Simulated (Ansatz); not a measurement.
Method: PBEsol, scalar-relativistic; no spin polarisation; PAW, 420 eV, 14×14×14 k-mesh, Gaussian smearing of 0.05 eV; code Ansatz; PAW files: Ansatz's generated set soft_2.

A compound XH has these computed properties.

```json
{
 "Space group": "Fm-3m (No. 225)",
 "Conventional cell": "a = 3.980 Å, b = 3.980 Å, c = 3.980 Å, α = 90.00°, β = 90.00°, γ = 90.00°",
 "Volume": "7.88 Å³/atom",
 "Band gap": "2.73 eV",
 "Smallest direct gap": "2.73 eV",
 "Formation energy from the elements (0 K, uncorrected)": "-0.45 eV/atom",
 "Bulk modulus (Birch–Murnaghan)": "37 GPa",
 "Pressure derivative B0′": "3.0",
 "Shear modulus (Hill)": "45 GPa",
 "Young's modulus": "96 GPa",
 "Poisson's ratio": "0.07",
 "Elastically stable": "yes"
}
```

Sites: X on 4a, H on 4b.

Q: Which element is X?
A. B
B. Li
C. Be

A: B. X is Li, so the compound is LiH.

The chain of runs began from a cell as deposited in COD, expanded in volume.

Kohn–Sham gaps of semilocal functionals lie under measured ones, often by a third or more. The relaxed cell is 7 % smaller in volume than the cell of this structure in the Crystallography Open Database (8.45 Å³/atom, 2007).
